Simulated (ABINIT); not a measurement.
Runs of ABINIT 10.8.3 (patched build) on Sc. Symmetry: P6_3/mmc, No. 194, hexagonal system. Conventional cell: a = 3.309 Å, b = 3.309 Å, c = 5.273 Å, α = 90.00°, β = 90.00°, γ = 120.00°. Around Sc (site symmetry -6m2) lie 12 Sc at 3.26 to 3.31 Å. 

```tsv
task	level	U	cell	smearing	double counting (usepawu)	occupation projector (dmatpuopt)	SCF scheme (iscf)	dispersion computed by	other keys	gap on the mesh (eV)	pressure (GPa)	V0 of scaled cells (Å³/atom)	B0 (GPa)
equation of state	PBE+D3(BJ)+U	Sc d U = 4 eV, J = 0.9 eV	as given	cold (ABINIT) 0.05 eV	1	2	7	simple-dftd3 1.7.0	iscf = 7	-	-	(a)	58
single point	PBE	-	atoms moved at random, drawn with an rms of 0.05 Å	fermi-dirac 0.05 eV	-	-	-	-	-	none	-0.8	-	-
equation of state	PBE	-	as given	fermi-dirac 0.05 eV	-	-	-	-	-	-	-	24.67	55
single point	PBE	-	as given	fermi-dirac 0.05 eV	-	-	-	-	-	none	-0.8	-	-
```

Alike in all rows: potentials or basis JTH PAW PBE v2.0; no spin polarisation; k mesh 9 × 9 × 5; cutoff (eV) 408.

Q: Estimate the missing entries.

A: (a) 25.43.

Caveats: pressures at fixed basis lie under the slope of the energies (some runs); the cell was scaled at fixed shape and fractional positions, which overstates the stiffness of a crystal with free parameters, most of all of layers and chains (some runs); the U is typed as a test and isn't derived for this compound (some runs).

A gap of «none» marks a metal or a gap under the smearing width.
